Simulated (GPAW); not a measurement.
# Does VGa15N16 (GaN32 V1) carry moments in GPAW?, part 2 of 2

Wanted: the moments of VGa15N16 (GaN32 V1) and the energy gained by spin polarisation.

GPAW 26.7.0; PBE; plane waves with GPAW's PAW setups, scalar-relativistic.

So far. Step 2 (Start 1: ferro +): After 32 cycles the largest moment stands at 1.67 μB.

## 3. Run 2 (no spin polarisation)

This run holds no moments, which gives a state to set the others against.

The input, nospin.py:

```python
import json
import numpy as np
from ase import Atoms
from ase.parallel import paropen, parprint
from gpaw import GPAW

atoms = Atoms(['V', 'N', 'Ga', 'N', 'Ga', 'N', 'Ga', 'N', 'Ga', 'N', 'Ga', 'N', 'Ga', 'N', 'Ga', 'N', 'Ga', 'N', 'Ga', 'N', 'Ga', 'N', 'Ga', 'N', 'Ga', 'N', 'Ga', 'N', 'Ga', 'N', 'Ga', 'N'],
    cell=[[6.378, 0.0, 0.0],
         [-3.189, 5.52351, 0.0],
         [0.0, 0.0, 10.37]],
    scaled_positions=[[0.0, 0.0, 0.0],
         [0.166667, 0.333333, 0.0615],
         [0.166667, 0.333333, 0.25],
         [0.0, 0.0, 0.3115],
         [0.0, 0.0, 0.5],
         [0.166667, 0.333333, 0.5615],
         [0.166667, 0.333333, 0.75],
         [0.0, 0.0, 0.8115],
         [0.0, 0.5, 0.0],
         [0.166667, 0.833333, 0.0615],
         [0.166667, 0.833333, 0.25],
         [0.0, 0.5, 0.3115],
         [0.0, 0.5, 0.5],
         [0.166667, 0.833333, 0.5615],
         [0.166667, 0.833333, 0.75],
         [0.0, 0.5, 0.8115],
         [0.5, 0.0, 0.0],
         [0.666667, 0.333333, 0.0615],
         [0.666667, 0.333333, 0.25],
         [0.5, 0.0, 0.3115],
         [0.5, 0.0, 0.5],
         [0.666667, 0.333333, 0.5615],
         [0.666667, 0.333333, 0.75],
         [0.5, 0.0, 0.8115],
         [0.5, 0.5, 0.0],
         [0.666667, 0.833333, 0.0615],
         [0.666667, 0.833333, 0.25],
         [0.5, 0.5, 0.3115],
         [0.5, 0.5, 0.5],
         [0.666667, 0.833333, 0.5615],
         [0.666667, 0.833333, 0.75],
         [0.5, 0.5, 0.8115]],
    pbc=True)
atoms.calc = GPAW(mode={'name': 'pw', 'ecut': 600},
    xc='PBE',
    kpts={'size': (5, 5, 3), 'gamma': True},
    occupations={'name': 'fermi-dirac', 'width': 0.05},
    convergence={'density': 1e-05, 'energy': 1e-05},
    maxiter=200,
    mixer={'name': 'pulay', 'beta': 0.05, 'nmaxold': 6, 'weight': 50},
    symmetry={'tolerance': 1e-4},
    txt='nospin.txt')
e = atoms.get_potential_energy(force_consistent=True)
res = {'free_energy': e, 'energy_sigma0': atoms.get_potential_energy(), 'fermi_energy': atoms.calc.get_fermi_level()}
parprint(f'free energy: {e:.6f} eV')
atoms.calc.write('nospin.gpw')
with paropen('results.json', 'w') as f:
    json.dump(res, f)
```

Started as:

```bash
OMP_NUM_THREADS=1 mpirun -n 4 gpaw python nospin.py > nospin.log
```

The log of the run:

```text
free energy: -195.320078 eV

--- nospin.txt ---
Input parameters:
  mode=PW(ecut=600),
  convergence={'density': 1e-05, 'energy': 1e-05},
  kpts=MonkhorstPack(size=(5, 5, 3), gamma=True),
  maxiter=200,
  mixer=Pulay(name='pulay', nmaxold=6, beta=0.05, weight=50, sigma=0.015, g_ss=None),
  occupations=Occupations(name='fermi-dirac', width=0.05),
  symmetry=Symmetry(tolerance=0.0001),
  xc=XC(name='PBE')

Diagonalizing LCAO Hamiltonian
Converting LCAO to pw mode

          Ga      Ga
         N       N
           NGa     NGa
          N       N
            N       N
         Ga      Ga
           Ga      Ga
         NGa     NGa
            Ga      Ga
          NN      NN

         Ga N    Ga N
           V       Ga

Atoms  # Å, Bohr magnetons
|    | symbol |         x |        y |        z |    initial magnetic moments |
|----|--------|-----------|----------|----------|-----------------------------|
|  0 |      V |  0.000000 | 0.000000 | 0.000000 | ( 0.0000,  0.0000,  0.0000) |
|  1 |      N |  0.000003 | 1.841168 | 0.637755 | ( 0.0000,  0.0000,  0.0000) |
|  2 |     Ga |  0.000003 | 1.841168 | 2.592500 | ( 0.0000,  0.0000,  0.0000) |
|  3 |      N |  0.000000 | 0.000000 | 3.230255 | ( 0.0000,  0.0000,  0.0000) |
|  4 |     Ga |  0.000000 | 0.000000 | 5.185000 | ( 0.0000,  0.0000,  0.0000) |
|  5 |      N |  0.000003 | 1.841168 | 5.822755 | ( 0.0000,  0.0000,  0.0000) |
|  6 |     Ga |  0.000003 | 1.841168 | 7.777500 | ( 0.0000,  0.0000,  0.0000) |
|  7 |      N |  0.000000 | 0.000000 | 8.415255 | ( 0.0000,  0.0000,  0.0000) |
|  8 |     Ga | -1.594500 | 2.761755 | 0.000000 | ( 0.0000,  0.0000,  0.0000) |
|  9 |      N | -1.594497 | 4.602923 | 0.637755 | ( 0.0000,  0.0000,  0.0000) |
| 10 |     Ga | -1.594497 | 4.602923 | 2.592500 | ( 0.0000,  0.0000,  0.0000) |
| 11 |      N | -1.594500 | 2.761755 | 3.230255 | ( 0.0000,  0.0000,  0.0000) |
| 12 |     Ga | -1.594500 | 2.761755 | 5.185000 | ( 0.0000,  0.0000,  0.0000) |
| 13 |      N | -1.594497 | 4.602923 | 5.822755 | ( 0.0000,  0.0000,  0.0000) |
| 14 |     Ga | -1.594497 | 4.602923 | 7.777500 | ( 0.0000,  0.0000,  0.0000) |
| 15 |      N | -1.594500 | 2.761755 | 8.415255 | ( 0.0000,  0.0000,  0.0000) |
| 16 |     Ga |  3.189000 | 0.000000 | 0.000000 | ( 0.0000,  0.0000,  0.0000) |
| 17 |      N |  3.189003 | 1.841168 | 0.637755 | ( 0.0000,  0.0000,  0.0000) |
| 18 |     Ga |  3.189003 | 1.841168 | 2.592500 | ( 0.0000,  0.0000,  0.0000) |
| 19 |      N |  3.189000 | 0.000000 | 3.230255 | ( 0.0000,  0.0000,  0.0000) |
| 20 |     Ga |  3.189000 | 0.000000 | 5.185000 | ( 0.0000,  0.0000,  0.0000) |
| 21 |      N |  3.189003 | 1.841168 | 5.822755 | ( 0.0000,  0.0000,  0.0000) |
| 22 |     Ga |  3.189003 | 1.841168 | 7.777500 | ( 0.0000,  0.0000,  0.0000) |
| 23 |      N |  3.189000 | 0.000000 | 8.415255 | ( 0.0000,  0.0000,  0.0000) |
| 24 |     Ga |  1.594500 | 2.761755 | 0.000000 | ( 0.0000,  0.0000,  0.0000) |
| 25 |      N |  1.594503 | 4.602923 | 0.637755 | ( 0.0000,  0.0000,  0.0000) |
| 26 |     Ga |  1.594503 | 4.602923 | 2.592500 | ( 0.0000,  0.0000,  0.0000) |
| 27 |      N |  1.594500 | 2.761755 | 3.230255 | ( 0.0000,  0.0000,  0.0000) |
| 28 |     Ga |  1.594500 | 2.761755 | 5.185000 | ( 0.0000,  0.0000,  0.0000) |
| 29 |      N |  1.594503 | 4.602923 | 5.822755 | ( 0.0000,  0.0000,  0.0000) |
| 30 |     Ga |  1.594503 | 4.602923 | 7.777500 | ( 0.0000,  0.0000,  0.0000) |
| 31 |      N |  1.594500 | 2.761755 | 8.415255 | ( 0.0000,  0.0000,  0.0000) |

Unit cell  # Å
| periodic |         x |        y |         z |   lengths |     angles |
|----------|-----------|----------|-----------|-----------|------------|
|      yes |  6.378000 | 0.000000 |  0.000000 |  6.378000 |  90.000000 |
|      yes | -3.189000 | 5.523510 |  0.000000 |  6.378000 |  90.000000 |
|      yes |  0.000000 | 0.000000 | 10.370000 | 10.370000 | 120.000000 |

Number of symmetries: 6

BZ-sampling:
  Number of BZ points: 75
  Number of IBZ points: 12

  Monkhorst-Pack size: [5, 5, 3]
  Monkhorst-Pack shift: [0, 0, 0]

Plane wave coefficients: 12263
Cutoff: 600.0 eV

Spin-components: 1 (collinear spins)
Bands:           87
Projectors:      161
Spin-degeneracy: 2
Datatype:        complex128

Parallelization:
  kpt:    4
  domain: 1
  band:   1

Density:
  Valence electrons: 138.0
  Components: 1
  Grid points: [40 40 60]
  Charge: 0.0  # |e|

Potential:
  Grid points: [40 40 60]

[... setups left out ...]
Reference energy: -842798.112564  # eV

eigensolver:
  PPCG
  Converge bands: occupied
  niter=2

density mixing:
  Pulay-Mixer
  Linear mixing parameters: 0.05
  Old densities: 6
  Fourier metric: weight=50, sigma=0.015

occupation numbers:
  Fermi-Dirac:
    width: 0.0500  # eV

poisson solver:
  ecut: 4800.0  # eV

xc functional:
  name: PBE with 2 nearest neighbor stencil

convergence criteria:
- Maximum integral of absolute [dens]ity change: 1e-05 electrons / valence electron
- Maximum [total energy] change in last 3 cyles: 1e-05 eV / valence electron
- Maximum integral of absolute [eigenst]ate change: 4e-08 eV^2 / valence electron
maximum number of iterations: 200

SCF iterations
|iter     |      energy | eigst |  dens |
|---------|-------------|-------|-------|
|iter:   1|       0s | -223.788889 | +0.14 |       |
|iter:   2|       7s | -216.016422 | -0.97 | -0.60 |
|iter:   3|      15s | -197.307491 | +0.05 | -0.65 |
|iter:   4|      23s | -195.469897 | -0.50 | -0.99 |
|iter:   5|      31s | -195.391637 | -1.84 | -1.19 |
|iter:   6|      39s | -195.490111 | -1.71 | -1.28 |
|iter:   7|      46s | -195.293729 | -1.71 | -1.48 |
|iter:   8|      54s | -195.294322 | -2.46 | -1.96 |
|iter:   9|      62s | -195.279417 | -3.16 | -2.28 |
|iter:  10|      69s | -195.280384 | -3.87 | -2.69 |
|iter:  11|      77s | -195.280341c| -4.45 | -2.71 |
|iter:  12|      85s | -195.280456c| -4.79 | -2.87 |
|iter:  13|      93s | -195.280514c| -5.29 | -3.02 |
|iter:  14|     100s | -195.280638c| -5.68 | -3.09 |
|iter:  15|     108s | -195.280674c| -5.48 | -3.22 |
|iter:  16|     116s | -195.280695c| -6.38 | -3.30 |
|iter:  17|     123s | -195.280726c| -6.72 | -3.31 |
|iter:  18|     131s | -195.280799c| -6.38 | -3.37 |
|iter:  19|     139s | -195.280800c| -6.74 | -3.75 |
|iter:  20|     147s | -195.280791c| -6.75 | -4.01 |
|iter:  21|     154s | -195.280786c| -6.90 | -4.20 |
|iter:  22|     159s | -195.280787c| -7.66c| -4.36 |
|iter:  23|     166s | -195.280787c| -7.57c| -4.45 |
|iter:  24|     170s | -195.280787c| -8.00c| -4.68 |
|iter:  25|     175s | -195.280786c| -8.14c| -4.68 |
|iter:  26|     179s | -195.280786c| -7.86c| -4.75 |
|iter:  27|     183s | -195.280785c| -8.21c| -5.10c|

Converged in 27 steps
Energy contributions relative to reference atoms: (reference = -842798.112564)

Energy contributions:
  Kinetic:         511.493381
  Coulomb:        -446.100961
  Zero:              0.950501
  External:          0.000000
  Xc:             -261.584414
  Entropy:          -0.078585
  Spinorbit:         0.000000
  ----------------------------
  Free energy:    -195.320078
  Extrapolated:   -195.280785

dipole moment: (-79.994725, -100.488471, -115.376873)  # |e|*Ang

Fermi level: 9.179
Eigenvalues  # (at kpt = [0.000, 0.000, 0.000])
| band index |      eig [eV] | occ [0-2] |
|------------|---------------|-----------|
|          0 |       -56.028 |     2.000 |
|        ... |               |           |
|         63 |         5.935 |     2.000 |
|         64 |         5.935 |     2.000 |
|         65 |         6.219 |     2.000 |
|         66 |         6.377 |     2.000 |
|         67 |         6.377 |     2.000 |
|         68 |         8.561 |     2.000 |
|         69 |         9.087 |     1.725 |
|         70 |         9.088 |     1.724 |
|         71 |         9.944 |     0.000 |
|         72 |        10.138 |     0.000 |
|         73 |        10.138 |     0.000 |
|         74 |        10.793 |     0.000 |
|         75 |        10.843 |     0.000 |
|         76 |        10.901 |     0.000 |
|         77 |        10.936 |     0.000 |
|         78 |        10.936 |     0.000 |
|        ... |               |           |
|         86 |        12.395 |     0.000 |

No gap
No difference between direct/indirect transitions
```

Run time: 3.3 min. Hardware: 4 MPI ranks of Arm Neoverse V2, shared host; peak memory 1.9 GiB.

Numbers from this step:

```yaml
final_state: non-magnetic (no spin polarisation)
```

It lies 725 meV a seeded atom over the first start.

## 4. Energies of the orders

These are free energies at a smearing of 0.05 eV, so its entropy term is in the differences. They are divided by the number of seeded atoms, so that cells of unlike size compare.

Orders:

```tsv
start	final state	typed order kept	energy over the lowest (meV a seeded atom)	largest site moment (μB)	net moment (μB a primitive cell)	mesh matched	CPU time (s)
ferro +	ferromagnetic	yes	0	1.67	1.973	yes	1776
no spin polarisation	non-magnetic	-	724.8	0	0	yes	797.6
```

## 5. Summary of results

| Item | Value |
| --- | --- |
| lower run | with moments |
| largest site moment | 1.67 μB |
| energy gained by spin polarisation | 725 meV a seeded atom |

In words: The crystal holds moments, up to 1.67 μB, and gains 725 meV a seeded atom by them. No antiferromagnetic order was tried, so the session says nothing on how the moments order.

[Logs and program files are shortened in this print: banners, set-up blocks, solver, clock and traceback lines can be left out without a mark of their own.]

[Logs are printed without paths, hosts, clocks, repeated set-up lines and the standing remarks that a program may print on its own settings, such as how far it seeks lower states.]

[Hosts, paths, dates, database ids (printed as entryN), source tags and the programs' standing remarks are cut or masked in the printed files.]

[Where a cell is said to come from a database of computed structures, the database is the Materials Project.]
